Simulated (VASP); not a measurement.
Input of a VASP 6.6.1 run:

The input POSCAR:

```
AlN
1.0
    3.1130000000      0.0000000000      0.0000000000
   -1.5565000000      2.6959370820      0.0000000000
    0.0000000000      0.0000000000      4.9810000000
Al N
2 2
Direct
    0.6666666667      0.3333333333      0.5000000000
    0.3333333333      0.6666666667      0.0000000000
    0.6666666667      0.3333333333      0.8800000000
    0.3333333333      0.6666666667      0.3800000000
```

File INCAR.step1:

```
SYSTEM = AlN
PREC = Accurate
ENCUT = 600
EDIFF = 1E-8
ISMEAR = 0
SIGMA = 0.05
LREAL = .FALSE.
LASPH = .TRUE.
NELM = 60
ALGO = Normal
ISIF = 3
LWAVE = .FALSE.
LCHARG = .FALSE.
METAGGA = R2SCAN
LMIXTAU = .TRUE.
IBRION = 2
NSW = 40
EDIFFG = -0.002
```

File INCAR.step2:

```
SYSTEM = AlN
PREC = Accurate
ENCUT = 600
EDIFF = 1E-8
ISMEAR = 0
SIGMA = 0.05
LREAL = .FALSE.
LASPH = .TRUE.
NELM = 60
ALGO = Normal
ISIF = 2
LWAVE = .FALSE.
LCHARG = .FALSE.
METAGGA = R2SCAN
LMIXTAU = .TRUE.
IBRION = 6
NFREE = 2
POTIM = 0.015
NSW = 1
```

File KPOINTS:

```
regular mesh
0
G
  7 7 5
  0 0 0
```

Potentials or basis: VASP PAW PBE potentials, release 64 (Al, N).

Run with:

```console
$ cat potpaw_PBE.64/Al/POTCAR potpaw_PBE.64/N/POTCAR > POTCAR
$ cp INCAR.step1 INCAR
$ mpirun -np 1 vasp_std > vasp.out
$ cp CONTCAR POSCAR
$ cp INCAR.step2 INCAR
$ mpirun -np 1 vasp_std > vasp.out
```

(1) Estimate the highest phonon frequency at Γ, LO-TO splitting left out.

(2) What does it give for the relaxed volume?

## Answers

(1) 743 cm⁻¹.

(2) 10.39 Å³/atom.

Caveat: the PAW data sets were made with another functional, which shifts forces and pressure a little.
